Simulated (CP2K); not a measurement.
# Si2W under changes of volume

One of the cells (13.479 Å³/atom); the others are scaled copies at fixed shape and fractional positions:

```
CELL_PARAMETERS angstrom
4.52671 0.00000 0.00000
2.24503 3.93077 0.00000
-3.38587 -1.96538 2.27250
ATOMIC_POSITIONS crystal
W 0.00000 0.00000 0.00000
Si 0.66530 0.66530 0.00000
Si 0.33470 0.33470 0.00000
```

- Program: CP2K 2026.2
- Functional: PBEsol
- Potentials or basis: POTENTIAL_UZH W GTH-PBE-q14, Si GTH-PBE-q4; TZVP-MOLOPT-PBE-GTH basis
- Density cutoff: 6123 eV
- k mesh: 12 × 12 × 12
- Occupations: fermi-dirac, width 0.05 eV
- Spin: no spin polarisation

```tsv
volume (Å³/atom)	energy over the lowest point (meV/atom)	pressure (GPa)	largest force (eV/Å)
12.670	36.94	15.9	0.203
12.939	?	?	?
13.209	3.36	4.5	0.083
13.479	0.00	-0.4	0.029
13.748	4.39	-4.7	0.021
14.018	15.73	-8.7	0.069
14.287	33.32	-12.2	0.114
```

What does the run at 12.939 Å³/atom give?

Energy over the lowest point 15.34 meV/atom; pressure 9.9 GPa; largest force 0.141 eV/Å.

Worked out: A Birch-Murnaghan fit of order 3 (a polynomial in V^(-2/3)) to the other rows has its minimum at 13.46 Å³/atom with B0 = V·E''(V) = 232 GPa and B' = 4.3 at fixed shape and positions, which overstates the stiffness. It gives 15.38 meV/atom at 12.939 Å³/atom, against the run's 15.34, and -dE/dV = 9.9 GPa, against 9.9.

Energies are extrapolated to zero smearing.

Caveats: the potentials were made for another functional, which shifts forces and pressure; the basis of atomic orbitals isn't converged, which shifts pressures, moduli and gaps.
